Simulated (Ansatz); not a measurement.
## A trial form of TiSi₂

Computed with DFT PBE, scalar-relativistic, plane waves, PAW (Ansatz). Cutoff 420 eV, Gaussian smearing, Γ-centred meshes. Cell and atoms relax first on a coarse mesh and then on a finer one. In between, the cell is made exact in the group found at 0.06 Å. In metals the finer mesh still leaves noise of several meV/atom or more. The steps can't lower the symmetry of their start. No spin polarisation in the relaxation; trial moments died out in a coarse test.

A trial structure of TiSi₂ was built thus: random cell by space group and Wyckoff sites (P4/mmm, No. 123). Lengths were set from tabulated atomic sizes, so they are only a guess.

```cif
data_structure
_symmetry_space_group_name_H-M 'P4/mmm'
_symmetry_Int_Tables_number 123
_cell_length_a 3.5685
_cell_length_b 3.5685
_cell_length_c 3.6986
_cell_angle_alpha 90.000
_cell_angle_beta 90.000
_cell_angle_gamma 90.000
_cell_volume 47.10
loop_
_atom_site_label
_atom_site_type_symbol
_atom_site_symmetry_multiplicity
_atom_site_Wyckoff_symbol
_atom_site_fract_x
_atom_site_fract_y
_atom_site_fract_z
_atom_site_occupancy
Ti1 Ti 1 b 0.00000 0.00000 0.50000 1
Si1 Si 1 c 0.50000 0.50000 0.00000 1
Si2 Si 1 a 0.00000 0.00000 0.00000 1
```

Formation energies are uncorrected and refer to the elements' standard structures at the same level.

Task: What does it relax into?

Result: The symmetry stays P4/mmm (No. 123). The volume per atom grows by 18.8 %, from 15.7 to 18.6 Å³. The shortest distance goes from 1.85 Å (Ti–Si) to 2.40 Å (Si–Si). The ratio c/a of the conventional cell changes by a factor of 1.38. The energy falls by about 1.7 eV/atom (the start's value is from the coarse mesh). Conventional cell: a = 3.396 Å, c = 4.849 Å. Around Ti lie 2 Si at 2.42 Å, 4 Ti at 3.40 Å and 8 Si at 3.41 Å; Si on its first site is surrounded by 4 Si at 2.40 Å; around Si on its second site lie 4 Si at 2.40 Å and 2 Ti at 2.42 Å.

```yaml
crystal:
  lattice:
    - [3.39626, 0.00000, 0.00000]
    - [0.00000, 3.39626, 0.00000]
    - [0.00000, 0.00000, 4.84899]
  atoms:
    - { symbol: Ti, position: [0.00000, 0.00000, 0.50000] }
    - { symbol: Si, position: [0.50000, 0.50000, 0.00000] }
    - { symbol: Si, position: [0.00000, 0.00000, 0.00000] }
```

Task: Give its energy and gap.

Result:

| Property | Result |
| --- | --- |
| Formation energy | +0.57 eV/atom |
| Gap on the 14×14×10 mesh of the 3-atom cell | 0 eV (a metal) |

The separate elements lie lower, so it is unstable against them.

The last run used Gaussian smearing of 0.10 eV. Symmetry constrained the relaxation, so the result can be a saddle point. In all, the 3 runs took 57 s on 1 thread of Arm Neoverse V2, with other jobs on the host. Another cell of TiSi2 relaxed alike, in Cmcm (a Materials Project cell), lies 1.13 eV/atom lower, so this cell isn't the stable form at this level.
